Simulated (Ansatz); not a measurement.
**Ansatz 0.2.0, settings compared: TaC**

Input:

```yaml
crystal:
  lattice:
    - [0.0, 2.252805, 2.252805]
    - [2.252805, 0.0, 2.252805]
    - [2.252805, 2.252805, 0.0]
  atoms:
    - { symbol: Ta, position: [0.0, 0.0, 0.0] }
    - { symbol: C, position: [0.5, 0.5, 0.5] }
  symmetry: { tolerance: 0.0003 }
kpoints:
  mp_grid: { grid: [7, 7, 7], shift: [0, 0, 0] }
magnetization:
  spin_polarized: false
scf:
  occupations: { method: fermi_dirac }
hamiltonian:
  pseudopotentials: { kind: paw }
  xc: r2scan
basis:
  ecutwfc: 500
output:
  forces: true
  stress: true
  eigenvalues: true
```

The command:

```bash
ansatz run input.yaml --threads 1 --pin off --max-ram 2560MiB --backend cpu --events-out ev --progress --plain --runs-dir out
```

Origin of the cell: a database entry, scaled a little.

The smearing width isn't typed, so it takes its default of 0.1 eV.

Output of this run (shortened):

```
SCF iter   1: F=—  HF=-10197.313993 eV  Δρ=7.12e-3  dr2=6.13e-3  dr2_τ=1.43e-1  defer=9
SCF iter   2: F=—  HF=-10197.357327 eV  Δρ=4.52e-3  dr2=1.88e-3  dr2_τ=2.76e-4  defer=43
SCF iter   3: F=—  HF=-10197.358844 eV  Δρ=8.38e-4  dr2=2.00e-4  dr2_τ=6.54e-5  defer=43
SCF iter   4: F=—  HF=-10197.358819 eV  Δρ=5.80e-4  dr2=9.88e-5  dr2_τ=4.97e-6  defer=43
SCF iter   5: F=—  HF=-10197.358807 eV  Δρ=1.29e-4  dr2=4.54e-6  dr2_τ=1.33e-7  defer=43
SCF iter   6: F=—  HF=-10197.358807 eV  Δρ=3.72e-5  dr2=3.52e-7  dr2_τ=4.14e-9  defer=43
SCF iter   7: F=-10197.358807 eV  HF=-10197.358807 eV  Δρ=3.71e-6  dr2=3.26e-9  dr2_τ=6.13e-10
SCF 1 converged in 7 iterations: F = -10197.358807 eV  dr2 = 3.26e-9
SCF converged after 7 iterations
Free energy (F): -10197.358807 eV
Harris-Foulkes:  -10197.358807 eV  (|F-HF|=2.62e-9)
Internal energy: -10197.343137 eV  (E = F + TS)
E sigma→0 (E₀):  -10197.350972 eV
Entropy (-TS):   -0.015670 eV (-7.835 meV/atom)
Fermi energy:    19.352912 eV
--- Per-component energies (eV) ---
  E_band       = -90.739433
  E_kinetic    = 455.786237
  E_local      = -573.654974  (includes V_loc(G=0)·N_el)
  E_nonlocal   = 40.189687
  E_hartree    = 193.821614
  E_xc         = -252.699047
  E_vxc        = -288.128876  (∫ρ·V_xc dr)
  E_paw        = -8523.508342  (= ΣΔE_a)
  E_vpaw       = -126.918290  (= ΣTr[D̂ρ^β])
  E_aug_tail   = 0.000092  (compensation charges beyond the density's cutoff)
  E_vtau       = 14.343371  (kinetic-family band-sum trace: ∫τ·v_τ [+ j·A + Jᵃ·Aᵃ] dr)
  E_ewald      = -1536.497350
  E_core_change = -0.781054  (= ΣΔE_core)
  E_smearing   = -0.015670  (= −TS)
  Σ components = -10197.358807   (vs F -10197.358807, Δ=0.00e0)
--- Forces (eV/Å), atoms counted from 1 ---
  atom   1  Ta    -0.000000     0.000000     0.000000
  atom   2  C      0.000000    -0.000000     0.000000
  max |Σ_I F_I| component: 0.0 eV/Å
--- Stress (GPa, compression-positive) ---
       -9.338854      -0.000000       0.000000
        0.000000      -9.338854       0.000000
        0.000000      -0.000000      -9.338854
  P = ⅓ Tr σ = -9.3389 GPa (-93.389 kbar)
```

The same input was run again with these changes:

1. `basis.xc_grid` default → 4
2. `basis.xc_grid` default → 3; `basis.ecutwfc` 500 → "350 eV"
3. `hamiltonian.xc` r2scan → revpbe; `scf.lower_state_search` default → light; `scf.occupations.method` fermi_dirac → tetrahedron
4. `hamiltonian.hubbard` default → { sites: [{ species: Ta, l: d, u_eff: 8.0 }], double_counting: fll }; `kpoints.mp_grid.shift` [0, 0, 0] → [0.5, 0.5, 0.5]; `scf.lower_state_search` default → standard

```csv
run,end,SCF iterations,P (GPa),max force component (eV/Å),moment (μB),ΔE(σ→0) (meV/atom)
base,converged,7,-9.34,0.000,–,0
1,converged,7,-9.34,0.000,–,0.00
2,converged,6,-9.31,0.000,–,18.00
3,converged,6,-3.19,0.000,–,–
4,converged,10,-1.99,0.000,–,–
```

Energies are compared only where functional, datasets, charge and starting cell are the same.

Not properties of the system: run 2 (too coarse or loose: `basis.ecutwfc` = "350 eV").

Caveats of the base run: no moments, though an odd count or open d shells may carry them; no spin-orbit coupling, though heavy elements are present; the k mesh is coarse if the cell is a metal.

Run 2: the cutoff lies below the datasets' advice.
Run 3: forces and stress under tetrahedra may miss the slope of the energy; forces of this functional can be a tenth off on datasets made under PBE.
Run 4: the k mesh keeps only part of the crystal's symmetry.

The base run took 1.5 s on 1 thread of Arm Neoverse V2, on a shared host, peak memory 0.32 GiB, from the program's own first density.
